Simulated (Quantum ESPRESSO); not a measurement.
Sb under changes of volume

One of the cells (26.962 Å³/atom); the others are scaled copies at fixed shape and fractional positions:

```
Sb
1.0
    -1.57654    1.57654    2.71194
     1.57654   -1.57654    2.71194
     1.57654    1.57654   -2.71194
Sb
1
Direct
  0.00000 0.00000 0.00000
```

This isn't the form of Sb at room conditions, which is rhombohedral.

| Quantity | Value |
| --- | --- |
| Program | Quantum ESPRESSO 7.5 |
| Functional | LDA |
| Potentials or basis | GBRV 1.5 LDA |
| Cutoff | 612 eV |
| Density cutoff | 4898 eV |
| k mesh | 12 × 12 × 12 |
| Occupations | fermi-dirac, width 0.05 eV |
| Spin | no spin polarisation |

```tsv
volume (Å³/atom)	energy over the lowest point (meV/atom)	pressure (GPa)
25.344	4.00	1.7
25.883	0.00	0.1
26.423	1.09	-1.3
26.962	6.80	-2.6
27.501	16.54	-3.7
28.040	?	?
28.580	46.48	-5.6
```

Question: What does the run at 28.040 Å³/atom give?

Answer: Energy over the lowest point 29.90 meV/atom; pressure -4.7 GPa.

Worked out: A Birch-Murnaghan fit of order 3 (a polynomial in V^(-2/3)) to the other rows has its minimum at 26.03 Å³/atom with B0 = V·E''(V) = 71 GPa and B' = 4.7 at fixed shape and positions, which overstates the stiffness. It gives 29.89 meV/atom at 28.040 Å³/atom, against the run's 29.90, and -dE/dV = -4.5 GPa, against -4.7.

Energies are extrapolated to zero smearing.
